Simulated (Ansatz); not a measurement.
# AlCo (Pm-3m): modes against uniaxial strain along [001], part 2 of 3

Wanted: the shifts of the zone-centre modes of AlCo (Pm-3m) with strain.

Ansatz 0.2.0; DFT LDA, scalar-relativistic, plane waves, PAW; PAW set soft_1.

So far: Starting point; Bringing the structure to rest.

## 3. Tight relaxation

Phonons need small forces and stress, so the relaxation is finished with tight tolerances on 16×16×16 k points.

input.yaml reads:

```yaml
crystal:
  lattice:
    - [2.7935581773, 0.0, 0.0]
    - [0.0, 2.7935581773, 0.0]
    - [0.0, 0.0, 2.7935581773]
  atoms:
    - { symbol: Al, position: [0.0, 0.0, 0.0] }
    - { symbol: Co, position: [0.5, 0.5, 0.5] }
kpoints:
  mp_grid: { grid: [16, 16, 16] }
hamiltonian:
  xc: lda
  pseudopotentials: { kind: paw, azcp: { folder: soft_1 }, xc_functional: pbe }
scf:
  occupations: { method: methfessel_paxton, width: 0.2 }
output:
  forces: true
  stress: true
  eigenvalues: true
  write_density: true
  write_potential: true
  elf: true
  volumetric_format: npy
relax:
  adjacent_minimum: "off"
  f_tol: 0.001
  max_steps: 60
  cell: { stress_tol: 0.01 }
```

Run with:

```sh
ansatz run input.yaml --threads 4 --pin off --max-ram 10240MiB --backend cpu --events-out ev --progress --plain --runs-dir out
```

Numbers of over 12 decimals in the logs are rounded to 6 here.

The log of the run:

```text
[...]
Crystal: 2 atoms, lattice volume = 21.801 Å³
Basis set: ecut = 420 eV, 437 PW (Γ)
Bands: 14, of which v1, the nominal top of the filled ones, is band 10 counted from 1 (9 counted from 0)
Symmetry: 48 space group operations
[...]
k-points: 165 of 4096
[...]
k-point 164: bands = [... 6 lower, 10.9884, 14.9497, 14.9497, 17.5848, 17.5848, 17.5848, 19.7739, 20.9398]
--- Relaxed structure (3 steps of the walk, 3 accepted, 1 SCFs on fresh bases) ---
[...]
cell:  # Å, volume = 21.7956 Å³
    - [2.793334, 0, 0]
    - [0, 2.793334, 0]
    - [0, 0.0, 2.793334]
  atoms:
    - { symbol: Al, position: [0, 0, 0] }
    - { symbol: Co, position: [0.5, 0.5, 0.5] }
[key lines of the parts left out:]
SCF converged after 5 iterations
Free energy (F): -5577.001083 eV
Fermi energy:    15.207320 eV
P = ⅓ Tr σ = 0.0003 GPa (0.003 kbar)
```

It took 2.8 s on 4 threads of Arm Neoverse V2, shared host; peak memory 0.36 GiB.

Little changed from the start: no atom moved by 0.005 Å and no cell edge by 0.1 %.

Numbers from this step:

```
pressure : 3.10e-4 GPa
```

Valence density in the ac plane at fractional y = 0.500, with atoms of Co within 0.2 Å of it. It is the smooth field of the valence electrons, not physical close to the nuclei.

Ten steps, logarithmic in the rise over the least value, from '0' (0 e/Å³) to '9' (53 e/Å³):
```
00000000000000
00000000000000
00000111110000
00001234321000
00012467642100
00013689863100
00014799974100
00013689863100
00012467642100
00001234321000
00000111110000
00000000000000
00000000000000
00000000000000
```
Columns run along a (2.8 Å), rows up along c (2.8 Å). Atoms in or near the plane, at fractional coordinates: Co at (0.50, 0.50).

Electrostatic potential energy in the ac plane at fractional y = 0.500, with atoms of Co within 0.2 Å of it. With pseudopotentials it is smooth inside the atoms' cores, unlike the true potential.

Ten even steps from '_' (-32 eV) to '@' (16 eV):
```
@@@@@@@@@@@@@@@@@@@@@@@@@@@@
@@@@@@@@@@@@%%%%%%@@@@@@@@@@
@@@@@@@@%%**++==++**%%@@@@@@
@@@@@@%%**--..__..--**%%@@@@
@@@@@@**--__________--**@@@@
@@@@%%++..____..____..++%%@@
@@@@%%==____......____==%%@@
@@@@%%++..____..____..++%%@@
@@@@@@**--__________--**@@@@
@@@@@@%%**--..__..--**%%@@@@
@@@@@@@@%%**++==++**%%@@@@@@
@@@@@@@@@@@@%%%%%%@@@@@@@@@@
@@@@@@@@@@@@@@@@@@@@@@@@@@@@
@@@@@@@@@@@@@@@@@@@@@@@@@@@@
```
Columns run along a (2.8 Å; values clipped at the 3rd and 97th percentile), rows up along c (2.8 Å). Atoms in or near the plane, at fractional coordinates: Co at (0.50, 0.50).

ELF in the ac plane at fractional y = 0.500, with atoms of Co within 0.2 Å of it. It is the smooth field of the valence electrons, not physical close to the nuclei.

Values, 14 rows by 14 columns:
```
0.49 0.48 0.47 0.44 0.39 0.35 0.31 0.30 0.31 0.35 0.39 0.44 0.47 0.48
0.48 0.47 0.43 0.35 0.27 0.21 0.18 0.16 0.18 0.21 0.27 0.35 0.43 0.47
0.47 0.44 0.35 0.25 0.21 0.19 0.18 0.17 0.18 0.19 0.21 0.25 0.35 0.44
0.45 0.39 0.27 0.21 0.22 0.26 0.28 0.28 0.28 0.26 0.22 0.21 0.27 0.39
0.43 0.35 0.21 0.19 0.26 0.37 0.45 0.49 0.45 0.37 0.26 0.19 0.21 0.35
0.42 0.31 0.18 0.18 0.28 0.45 0.64 0.72 0.64 0.45 0.28 0.18 0.18 0.31
0.41 0.30 0.16 0.17 0.28 0.49 0.72 0.81 0.72 0.49 0.28 0.17 0.16 0.30
0.42 0.31 0.18 0.18 0.28 0.45 0.64 0.72 0.64 0.45 0.28 0.18 0.18 0.31
0.43 0.35 0.21 0.19 0.26 0.37 0.45 0.49 0.45 0.37 0.26 0.19 0.21 0.35
0.45 0.39 0.27 0.21 0.22 0.26 0.28 0.28 0.28 0.26 0.22 0.21 0.27 0.39
0.47 0.44 0.35 0.25 0.21 0.19 0.18 0.17 0.18 0.19 0.21 0.25 0.35 0.44
0.48 0.47 0.43 0.35 0.27 0.21 0.18 0.16 0.18 0.21 0.27 0.35 0.43 0.47
0.49 0.48 0.47 0.44 0.39 0.35 0.31 0.30 0.31 0.35 0.39 0.44 0.47 0.48
0.50 0.49 0.48 0.47 0.45 0.43 0.42 0.41 0.42 0.43 0.45 0.47 0.48 0.49
```
Columns run along a (2.8 Å), rows up along c (2.8 Å). Atoms in or near the plane, at fractional coordinates: Co at (0.50, 0.50).

The forces vanish by symmetry and the pressure is 0.000 GPa, within the tolerances set. The cell now holds 10.90 Å³/atom.

## 4. Zone-centre response at rest

Phonons follow from the second derivative of the energy, found here by linear response.

The modes at rest are the reference of the series.

input.yaml, the sections that differ from step 3:

```yaml
crystal:
  lattice:
    - [2.7933342113, 0.0, 0.0]
    - [0.0, 2.7933342113, 0.0]
    - [0.0, 0.0, 2.7933342113]
  atoms:
    - { symbol: Al, position: [0.0, 0.0, 0.0] }
    - { symbol: Co, position: [0.5, 0.5, 0.5] }
output:
  eigenvalues: true
phonons:
  method: dfpt
# kpoints, hamiltonian, scf: as in step 3
# relax: removed
```

The log of the run:

```text
[...]
Crystal: 2 atoms, lattice volume = 21.796 Å³
Basis set: ecut = 420 eV, 437 PW (Γ), exchange–correlation on 40×40×40 points (8 copies of the dense FFT grid, shifted against one another)
Bands: 14, of which v1, the nominal top of the filled ones, is band 10 counted from 1 (9 counted from 0)
Symmetry: 48 space group operations
k-points: 405 of 4096 (irreducible under 8 space group operations, time reversal used)
[...]
SCF iter   1: F=—  HF=-5577.249394 eV  |F-HF|=—  |Δ(HF+E_count)|=         —  Δρ=6.98e-2  dr2=9.39e-1  ethr=3.10e-3  ⟨swp⟩=4.1  Hψ=25925  notcnv=0
[...]
SCF iter   8: F=-5577.001083 eV  HF=-5577.001083 eV  |F-HF|=2.73e-12  |Δ(HF+E_count)|=  8.46e-11  S|Δr|=    0.00e0  Δρ=1.04e-7  dr2=1.07e-12  ethr=1.00e-12  ⟨swp⟩=5.9  Hψ=25769  notcnv=0
SCF 1 converged in 8 iterations: F = -5577.001083 eV  dr2 = 1.07e-12
[...]
DFPT response loops at Γ: preconditioner auto → Kerker (q_TF=auto, 2.689 Å⁻¹) (partly filled bands, converged f_vac=0.000); β = 1.00, the filter's whole step (`scf.mixing.beta` (0.50) is not read by the response loops under this deck's `scf.mixing.preconditioner`; to damp them name `kerker` or `kerker_dos`, under which they read `scf.mixing.beta`, and type it under 1.00, their step now; both keys bind the ground state too); Broyden in place of MSR1
SCF converged after 8 iterations
[...]
Free energy (F): -5577.001083 eV
[...]
Internal energy: -5577.002897 eV  (E = F + TS)
E sigma→0 (E₀):  -5577.001537 eV
Entropy (-TS):   0.001814 eV (0.907 meV/atom)
Fermi energy:    15.207320 eV
[...]
--- Band table (eV; the first three rows and the last of 405) ---
  k-point 0: bands = [... 6 lower, 11.9135, 14.3175, 14.3175, 14.3175, 21.4273, 21.4273, 21.4273, 24.2205]
  k-point 1: bands = [... 6 lower, 11.9358, 14.2732, 14.2732, 14.3223, 20.6645, 21.5355, 21.5355, 24.2050]
  k-point 2: bands = [... 6 lower, 12.0001, 14.1518, 14.1518, 14.3360, 19.3056, 21.8494, 21.8494, 24.1589]
  k-point 404: bands = [... 6 lower, 10.9884, 14.9497, 14.9497, 17.5848, 17.5848, 17.5848, 19.7739, 20.9398]
--- Phonons (Γ-DFPT): 2 representative perturbations + reference, on 405 of 4096 k-points (Σ response iterations 6) ---
  k mesh reduced under 8 symmetry operations, with k and −k counted as one. Each operation leaves every solved perturbation unchanged. A smaller set is not used because it would not reduce the number of displacements times k-points to solve
  ASR residual: 6.709e-6 → 0.000e0 eV/Å²; symmetrization residual: 9.309e-7 eV/Å²
  ASR residual per site (eV/Å²): 5.91e-6 6.71e-6
  Γ frequencies (cm⁻¹): 0.00 0.00 0.00 345.87 345.87 345.87
  non-analytic LO–TO correction: not included (Born effective charges unavailable; polar crystals: no LO–TO splitting at Γ)
```

Elapsed: 6.8 s, on 4 threads; peak memory 0.64 GiB; 24 s of CPU time.

The column dr2 measures how far the density is from self-consistency, as an energy; F and HF (Harris–Foulkes) agree once it is small.

Numbers from this step:

* sum-rule residual before enforcement: 6.71e-6 eV/Å²
* point group: m-3m
* highest optical mode at the zone centre (no LO-TO term): 345.9 cm⁻¹
* lowest optical zone-centre mode: 345.9 cm⁻¹

Patterns of degenerate modes are one choice out of their space. Modes at Γ, with each element's share of the kinetic energy:

```csv
mode,frequency (cm⁻¹),symmetry,Al %,Co %
1,0.0,acoustic,31,69
2,0.0,acoustic,31,69
3,0.0,acoustic,31,69
4,345.9,T1u,69,31
5,345.9,T1u,69,31
6,345.9,T1u,69,31
```

Displacements in mode 5 (345.9 cm⁻¹), the largest set to 1:
```
Al1  0.00  0.03  1.00
Co2  0.00 -0.01 -0.46
```

Before it was imposed, the acoustic sum rule was missed by 6.7e-6 eV/Å². Small misses are needed for a sound result but don't prove that mesh and cutoff are converged. The lowest optical mode is real, 346 cm⁻¹.

## 5. Relaxation of a member: uniaxial strain of +4 % along [001]

The cell takes a uniaxial strain of +4 % along [001]. The strained length and the angles are held, while the rest of the cell and the atoms relax.

input.yaml, the sections that differ from step 4:

```yaml
crystal:
  lattice:
    - [2.7663514205, 0.0, 0.0]
    - [0.0, 2.7663514205, 0.0]
    - [0.0, 0.0, 2.9050675797]
  atoms:
    - { symbol: Al, position: [0.0, 0.0, 0.0] }
    - { symbol: Co, position: [0.5, 0.5, 0.5] }
output:
  forces: true
  stress: true
  eigenvalues: true
relax:
  adjacent_minimum: "off"
  f_tol: 0.001
  max_steps: 60
  cell: { stress_tol: 0.01, fix: [c, angles] }
# kpoints, hamiltonian, scf: as in step 4
# phonons: removed
```

The log of the run:

```text
[...]
Crystal: 2 atoms, lattice volume = 22.232 Å³
Basis set: ecut = 420 eV, 453 PW (Γ)
Bands: 14, of which v1, the nominal top of the filled ones, is band 10 counted from 1 (9 counted from 0)
Symmetry: 16 space group operations
[...]
k-points: 405 of 4096
[...]
k-point 404: bands = [... 6 lower, 10.8263, 14.6286, 14.8225, 17.2262, 17.4205, 17.4205, 19.4109, 20.4158]
--- Relaxed structure (3 steps of the walk, 3 accepted, 1 SCFs on fresh bases) ---
[...]
cell:  # Å, volume = 22.0909 Å³
    - [2.757586, 0, 0]
    - [0, 2.757586, 0]
    - [0, 0, 2.9050675797]
  atoms:
    - { symbol: Al, position: [0, 0, 0] }
    - { symbol: Co, position: [0.5, 0.5, 0.5] }
[key lines of the parts left out:]
SCF converged after 5 iterations
Free energy (F): -5576.981297 eV
Fermi energy:    14.869945 eV
P = ⅓ Tr σ = -2.2974 GPa (-22.974 kbar)
```

Wall time 5.9 s (4 threads); peak memory 0.42 GiB.

The steps of the relaxation:

```csv
step,energy less that of the first step (eV),largest force component (eV/Å),pressure (GPa),volume (Å³)
1,0.0000,0.0000,-3.57,22.23
2,-0.0005,0.0000,-2.86,22.15
3,-0.0007,0.0000,-2.29,22.09
4*,-0.0006,0.0000,-2.30,22.09
```

Relaxation steps marked * repeat the geometry before them on a plane-wave basis chosen anew for their cell, so energy and pressure can jump there.

Forces are held to the 16 operations that the run works with; a distortion that breaks them can't arise in this run.

| conventional cell, symmetrised | before | after | change |
| --- | --- | --- | --- |
| a (Å) | 2.766 | 2.758 | -0.3 % |
| b (Å) | 2.766 | 2.758 | -0.3 % |
| c (Å) | 2.905 | 2.905 | -0.0 % |
| volume (Å³/atom) | 11.12 | 11.05 | -0.6 % |

The relaxed structure:

```xyz
2
Lattice="2.7576 0.0000 0.0000 0.0000 2.7576 0.0000 0.0000 0.0000 2.9051" Properties=species:S:1:pos:R:3 pbc="T T T"
Al    0.0000    0.0000    0.0000
Co    1.3788    1.3788    1.4525
```

This step gave:

- pressure: -2.297 GPa
- volume per atom: 11.05 Å³

The forces vanish by symmetry.

## 6. Modes of this member: uniaxial strain of +4 % along [001]

The zone-centre modes follow for uniaxial strain of +4 % along [001].

input.yaml, the sections that differ from step 5:

```yaml
crystal:
  lattice:
    - [2.7575858637, 0.0, 0.0]
    - [0.0, 2.7575858637, 0.0]
    - [0.0, 0.0, 2.9050675797]
  atoms:
    - { symbol: Al, position: [0.0, 0.0, 0.0] }
    - { symbol: Co, position: [0.5, 0.5, 0.5] }
output:
  eigenvalues: true
phonons:
  method: dfpt
# kpoints, hamiltonian, scf: as in step 5
# relax: removed
```

The log of the run:

```text
zone centre: on kpoints.mp_grid the ground state, and the responses unless they are solved on pairs of k-points, stand on 729 of the mesh's 4096 k-points, reduced under 8 symmetry operations, with k and −k counted as one. Each operation leaves every solved displacement unchanged or reverses it
[...]
Crystal: 2 atoms, lattice volume = 22.091 Å³
Basis set: ecut = 420 eV, 453 PW (Γ), exchange–correlation on 40×40×40 points (8 copies of the dense FFT grid, shifted against one another)
Bands: 14, of which v1, the nominal top of the filled ones, is band 10 counted from 1 (9 counted from 0)
Symmetry: 16 space group operations
k-points: 729 of 4096 (irreducible under 8 space group operations)
[...]
SCF iter   1: F=—  HF=-5577.239271 eV  |F-HF|=—  |Δ(HF+E_count)|=         —  Δρ=7.27e-2  dr2=1.05e0  ethr=3.10e-3  ⟨swp⟩=4.1  Hψ=46524  notcnv=0
[...]
SCF iter   9: F=-5576.981297 eV  HF=-5576.981297 eV  |F-HF|=2.73e-12  |Δ(HF+E_count)|=  2.46e-11  S|Δr|=    0.00e0  Δρ=4.38e-8  dr2=1.78e-13  ethr=1.00e-12  ⟨swp⟩=5.2  Hψ=42815  notcnv=0
SCF 1 converged in 9 iterations: F = -5576.981297 eV  dr2 = 1.78e-13
[...]
SCF converged after 9 iterations
[...]
Free energy (F): -5576.981297 eV
[...]
Internal energy: -5576.980042 eV  (E = F + TS)
E sigma→0 (E₀):  -5576.980983 eV
Entropy (-TS):   -0.001255 eV (-0.627 meV/atom)
Fermi energy:    14.869944 eV
[...]
--- Band table (eV; the first three rows and the last of 729) ---
  k-point 0: bands = [... 6 lower, 11.7828, 14.0454, 14.0454, 14.2429, 19.8576, 21.7724, 21.7724, 23.6549]
  k-point 1: bands = [... 6 lower, 11.8012, 14.0113, 14.0113, 14.2464, 19.2769, 21.8699, 21.8699, 24.0639]
  k-point 2: bands = [... 6 lower, 11.8543, 13.9168, 13.9168, 14.2562, 18.1295, 22.1546, 22.1546, 24.0048]
  k-point 728: bands = [... 6 lower, 10.8263, 14.6286, 14.8225, 17.2262, 17.4205, 17.4205, 19.4109, 20.4158]
[...]
ASR residual: 2.407e-5 → 0.000e0 eV/Å²; symmetrization residual: 1.679e-6 eV/Å²
  ASR residual per site (eV/Å²): 1.05e-5 2.41e-5
  Γ frequencies (cm⁻¹): 0.00 0.00 0.00 334.45 334.45 338.79
[...]
```

The job ended after 18 s (4 threads; peak memory 0.93 GiB).

This step gave:

```
sum-rule residual before enforcement                    : 2.41e-5 eV/Å²
point group                                             : 4/mmm
highest optical mode at the zone centre (no LO-TO term) : 338.8 cm⁻¹
lowest optical zone-centre mode                         : 334.4 cm⁻¹
```

Patterns of degenerate modes are one choice out of their space. The modes at Γ (shares of kinetic energy by element, %):

```csv
mode,frequency (cm⁻¹),symmetry,Al %,Co %
1,0.0,acoustic,31,69
2,0.0,acoustic,31,69
3,0.0,acoustic,31,69
4,334.4,Eu,69,31
5,334.4,Eu,69,31
6,338.8,A2u,69,31
```

The lowest optical mode is real, 334 cm⁻¹, and the highest lies at 338.8 cm⁻¹.

Between step 4 and this run (strain 4 %) the value for the highest optical mode at the zone centre (no LO-TO term) moves from 346 cm⁻¹ to 339 cm⁻¹ (-2 %).

## 7. Relaxation of a member: uniaxial strain of -4 % along [001]

The cell takes a uniaxial strain of -4 % along [001]. The strained length and the angles are held, while the rest of the cell and the atoms relax.

input.yaml, the sections that differ from step 6:

```yaml
crystal:
  lattice:
    - [2.8179449259, 0.0, 0.0]
    - [0.0, 2.8179449259, 0.0]
    - [0.0, 0.0, 2.6816008429]
  atoms:
    - { symbol: Al, position: [0.0, 0.0, 0.0] }
    - { symbol: Co, position: [0.5, 0.5, 0.5] }
output:
  forces: true
  stress: true
  eigenvalues: true
relax:
  adjacent_minimum: "off"
  f_tol: 0.001
  max_steps: 60
  cell: { stress_tol: 0.01, fix: [c, angles] }
# kpoints, hamiltonian, scf: as in step 6
# phonons: removed
```

The log of the run:

```text
[...]
Crystal: 2 atoms, lattice volume = 21.294 Å³
Basis set: ecut = 420 eV, 421 PW (Γ)
Bands: 14, of which v1, the nominal top of the filled ones, is band 10 counted from 1 (9 counted from 0)
Symmetry: 16 space group operations
[...]
k-points: 405 of 4096
[...]
k-point 404: bands = [... 6 lower, 11.2340, 15.1661, 15.3871, 17.8450, 17.8450, 18.0693, 20.2751, 20.9320]
--- Relaxed structure (4 steps of the walk, 4 accepted, 2 SCFs on fresh bases) ---
[...]
cell:  # Å, volume = 21.4198 Å³
    - [2.826250, 0, 0.0]
    - [0, 2.826250, 0.0]
    - [0.0, 0.0, 2.6816008429]
  atoms:
    - { symbol: Al, position: [0.0, 0.0, 0.0] }
    - { symbol: Co, position: [0.5, 0.5, 0.5] }
[key lines of the parts left out:]
SCF converged after 4 iterations
Free energy (F): -5576.968255 eV
Fermi energy:    15.472539 eV
P = ⅓ Tr σ = 4.2506 GPa (42.506 kbar)
```

Elapsed: 8.5 s, on 4 threads; peak memory 0.42 GiB; 31 s of CPU time.

(Continued in part 3 of 3.)

[Logs are printed without paths, hosts, clocks, repeated set-up lines and the standing remarks that a program may print on its own settings, such as how far it seeks lower states.]

[Hosts, paths, dates, database ids (printed as entryN), source tags and the programs' standing remarks are cut or masked in the printed files.]
